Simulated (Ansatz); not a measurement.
**CoSi: a sublattice moved along a line**

Computed with DFT PBE, scalar-relativistic, plane waves, PAW (Ansatz). The runs took a 420 eV cutoff, a Γ-centred 10×10×10 mesh and Gaussian smearing (0.15 eV). No spin polarisation. A magnetic state may lie lower. Energies are free energies at this smearing, counted from the undisturbed cell; pressure is positive in compression.

The starting cell (relaxed at this level):

```yaml
crystal:
  lattice:
    - [4.43085, 0.00000, 0.00000]
    - [0.00000, 4.43085, 0.00000]
    - [0.00000, 0.00000, 4.43085]
  atoms:
    - { symbol: Co, position: [0.14502, 0.14502, 0.14502] }
    - { symbol: Co, position: [0.35498, 0.85498, 0.64502] }
    - { symbol: Co, position: [0.64502, 0.35498, 0.85498] }
    - { symbol: Co, position: [0.85498, 0.64502, 0.35498] }
    - { symbol: Si, position: [0.84316, 0.84316, 0.84316] }
    - { symbol: Si, position: [0.65684, 0.15684, 0.34316] }
    - { symbol: Si, position: [0.34316, 0.65684, 0.15684] }
    - { symbol: Si, position: [0.15684, 0.34316, 0.65684] }
```

Every Co atom is moved by x along the Cartesian unit vector (0.000, 0.000, 1.000); the cell and all other atoms stay fixed. The cell is metallic on the mesh throughout.

| x (Å) | ΔE (meV/cell) | force along x on the moved atoms (eV/Å) | pressure (GPa) |
| --- | --- | --- | --- |
| -0.2000 | 652.9 | 6.75 | 3.9 |
| -0.1000 | 159.1 | 3.21 | 0.9 |
| 0.0000 | 0.0 | 0.00 | 0.0 |
| 0.0500 | 39.5 | -1.58 | 0.2 |
| 0.1500 | 361.8 | -4.92 | 2.1 |
| 0.1750 | 495.9 | -5.81 | 2.9 |

By symmetry 0.2000 repeats -0.2000, -0.1500 repeats 0.1500, 0.1000 repeats -0.1000, -0.0500 repeats 0.0500 in energy, with the opposite slope along the path.